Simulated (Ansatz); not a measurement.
## Deforming Yb

```
CELL_PARAMETERS angstrom
0.00000 2.72463 2.72463
2.72463 0.00000 2.72463
2.72463 2.72463 0.00000
ATOMIC_POSITIONS crystal
Yb 0.00000 0.00000 0.00000
```

The cell is the one relaxed in the Materials Project (mp-162), not relaxed further here; entries there can be hypothetical.

Where the f shell is localised, expect the real compound to differ from this run without U.

Spin–orbit coupling is left out, though it moves levels of the heavy atoms by tenths of an eV or more.

The calculation used Ansatz 0.2.0, DFT, PBEsol, all-electron PAW with datasets made for the crystal, scalar-relativistic.

Settings: a Γ-centred 12×12×12 k mesh, Fermi–Dirac smearing of 0.03 eV, cutoff 280 eV (chosen by the program for this cell), no spin polarisation.

The unchanged cell is at -3.16 GPa, so energy changes include a term −P ΔV where the volume moves.

In a metal, stresses and small energies carry noise from the k mesh.

x, y and z are the Cartesian axes of the cell as listed; fractional coordinates follow a strain, and an engineering shear is twice the off-diagonal strain component.

(1) With this change (x and y strained by +3 %, z held), what becomes of the energy and stress?

(2) With this change (xy engineering shear strain of -1.5 %), what becomes of the energy and stress?

Answers

(1) Energy change +53 meV/atom; stress change (xx, yy, zz, yz, xz, xy) -0.51, -0.51, -0.31, 0.00, 0.00, 0.00 GPa, compression positive.

(2) Energy change under 1 meV/atom; stress change (xx, yy, zz, yz, xz, xy) 0.01, 0.01, 0.00, 0.00, 0.00, 0.25 GPa, compression positive.
